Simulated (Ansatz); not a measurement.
# AlN: the cost of one run

Method: DFT r2SCAN, scalar-relativistic, plane waves, PAW, in Ansatz 0.2.0.

2 further runs of the same task are left out: 2 set aside as unsound or not needed.

### Step 1. Starting point

The structure is cubic, space group Fm-3m (No. 225). Conventional cell: a = 4.069 Å, b = 4.069 Å, c = 4.069 Å, α = 90.00°, β = 90.00°, γ = 90.00°. Around Al (site symmetry m-3m) lie 6 N at 2.03 Å. N (site symmetry m-3m) has 6 Al at 2.03 Å as nearest neighbours.

Structure file:

```cif
data_structure
_symmetry_space_group_name_H-M 'P 1'
_symmetry_Int_Tables_number 1
_cell_length_a 2.8772
_cell_length_b 2.8772
_cell_length_c 2.8772
_cell_angle_alpha 60.000
_cell_angle_beta 60.000
_cell_angle_gamma 60.000
_cell_volume 16.84
loop_
_atom_site_label
_atom_site_type_symbol
_atom_site_fract_x
_atom_site_fract_y
_atom_site_fract_z
_atom_site_occupancy
Al1 Al 0.50000 0.50000 0.50000 1
N1 N 0.00000 0.00000 0.00000 1
```

This is candidate A: structure listed in a database for this formula (Fm-3m, No. 225).

(A quick probe on a coarse mesh, which set the mesh and smearing, is not shown.)

### Step 3. Coarse relaxation (candidate A)

The input, input.yaml:

```yaml
crystal:
  lattice:
    - [0.0, 2.034518, 2.034518]
    - [2.034518, 0.0, 2.034518]
    - [2.034518, 2.034518, 0.0]
  atoms:
    - { symbol: Al, position: [0.5, 0.5, 0.5] }
    - { symbol: "N", position: [0.0, 0.0, 0.0] }
basis:
  ecutwfc: 500
kpoints:
  mp_grid: { grid: [8, 8, 8] }
hamiltonian:
  xc: r2scan
scf:
  occupations: { method: gaussian, width: 0.1 }
  lower_state_search: "off"
output:
  forces: true
  stress: true
  eigenvalues: true
relax:
  adjacent_minimum: "off"
  f_tol: 0.04
  max_steps: 70
  cell: { stress_tol: 0.4 }
```

On the command line:

```sh
ansatz run input.yaml --threads 1 --pin off --max-ram 3072MiB --backend cpu --events-out ev --progress --plain --runs-dir out
```

Q: Estimate wall time and peak memory on 1 thread of Arm Neoverse V2, shared host.

About 4.5 s, with a peak of 0.32 GiB.
